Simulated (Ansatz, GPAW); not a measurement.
Zn: 3 runs at one level of theory

```
Zn
1.0
     0.00000    1.96478    1.96478
     1.96478    0.00000    1.96478
     1.96478    1.96478    0.00000
Zn
1
Direct
  0.00000 0.00000 0.00000
```

This isn't the form of Zn at room conditions, which is hcp.

Alike in all runs: task single point; functional PBEsol; k mesh 12 × 12 × 12; occupations fermi-dirac, width 0.05 eV; no spin polarisation; no spin-orbit coupling. Pressure is positive in compression and, in plane waves, holds the error of the finite cutoff, which Ansatz's Pulay term estimates and takes out.

| program and potentials | plane-wave cutoff (eV) | notes | band gap (eV) | pressure (GPa) |
| --- | --- | --- | --- | --- |
| Ansatz, Ansatz PAW | 420 | potentials made for PBE, which Ansatz adapts in part; Pulay term of +0.11 GPa included | no gap | -5.19 |
| Ansatz, all-electron LAPW, scalar-relativistic | - | - | no gap | -5.17 |
| GPAW, PAW data sets generated for this functional | 600 | - | no gap | -5.39 |

None finds a gap. The pressure spans -5.39 (GPAW, PAW data sets generated for this functional) to -5.17 GPa (Ansatz, all-electron LAPW, scalar-relativistic), with all-electron results at -5.17.

The functional is the same throughout but for its coding, so the spread measures potentials, basis and numerics; runs on potential files found faulty are left out.

All three runs put this fcc cell under tension, so at the PBEsol level the lattice would contract from the given volume. The differences between the runs are small beside the pressure itself, which makes the sign and approximate size of the tension secure. The cell was probably taken from a calculation with a functional that favours larger volumes, such as PBE; PBEsol has a weaker gradient enhancement of exchange and usually gives shorter metallic bonds.

The missing gap is what is expected of zinc. With two valence electrons per atom, a separate 4s band would be exactly filled, but it overlaps the 4p-derived states and leaves partly occupied bands at the Fermi level. The filled 3d shell lies well below and contributes little to conduction, though its polarisability and overlap with the valence density affect the bonding. Because the cell is cubic, the stress is isotropic and relaxation would change only the volume, but a pressure at one volume fixes neither the equilibrium lattice constant nor the bulk modulus.
